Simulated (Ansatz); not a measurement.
Energy landscape near a Cd structure

Computed with DFT PBE, scalar-relativistic, plane waves, PAW (Ansatz 0.2.0).

Plane waves to 420 eV, a k mesh through Γ of 16×16×16 on the computed 1-atom cell and Gaussian smearing (0.10 eV); no spin polarisation.

Reference cell:

```
Cd
1.0
    -1.78432    1.78432    1.78432
     1.78432   -1.78432    1.78432
     1.78432    1.78432   -1.78432
Cd
1
Cartesian
  0.0000 0.0000 0.0000
```

Each variant moves atoms of this cell by the vectors given, if any (Å), and then applies a symmetric strain (tensor components, Cartesian axes). The reference cell isn't relaxed at this level. Energies are per atom at zero smearing, counted from the lowest variant. Pressure is positive in compression.

1. strain (xx yy zz yz xz xy, %) -2.62 -2.62 -2.62 0.00 0.00 0.00
2. strain (xx yy zz yz xz xy, %) -3.74 -3.74 -3.74 0.00 0.00 0.00
3. strain (xx yy zz yz xz xy, %) 4.55 4.55 4.55 0.00 0.00 0.00
4. strain (xx yy zz yz xz xy, %) 4.31 4.31 4.31 0.00 0.00 0.00

(1) Order the variants by energy, lowest first.

(2) Order them by pressure, highest first.

## Answers

(1) 4 (0.0 meV/atom), 3 (3.1 meV/atom), 1 (11.7 meV/atom), 2 (42.6 meV/atom).

(2) 2 (8.29 GPa), 1 (5.64 GPa), 4 (-2.73 GPa), 3 (-2.84 GPa).

This bcc form isn't the element's structure at ambient conditions.